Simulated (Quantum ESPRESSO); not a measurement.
Crystal: FeO.

```
Fe O
1.0
     1.51768    0.87623    2.51579
    -1.51768    0.87623    2.51579
     0.00000   -1.75247    2.51579
Fe O
1 1
Direct
  0.00000 0.00000 0.00000
  0.50000 0.50000 0.50000
```

Base run:

| Item | Value |
| --- | --- |
| Program | Quantum ESPRESSO 7.5 |
| Functional | PBE |
| Potentials or basis | GBRV 1.5 PBE |
| Cutoff | 762 eV |
| Density cutoff | 6095 eV |
| k mesh | 8 × 8 × 8 |
| Occupations | gaussian, width 0.05 eV |
| Spin | collinear spin, ferromagnetic start |
| Starting moments | [4.0, 0.0] μB |
| Hubbard terms | Fe d U = 1 eV |

Its results: band gap on the k mesh none (metal or under the smearing width); pressure 0.3 GPa; net moment 4.00 μB per cell; site moments Fe +3.49; O +0.30 μB.

Question: The run is repeated on the same cell with these changes: hubbard terms from Fe d U = 1 eV to Fe d U = 8 eV. What comes out?

Answer: Band gap on the k mesh none (metal or under the smearing width); pressure 9.9 GPa; net moment 4.00 μB per cell; site moments Fe +3.66; O +0.17 μB.

Caveats: a cell with one magnetic atom can't hold antiferromagnetic order, which such compounds often take.
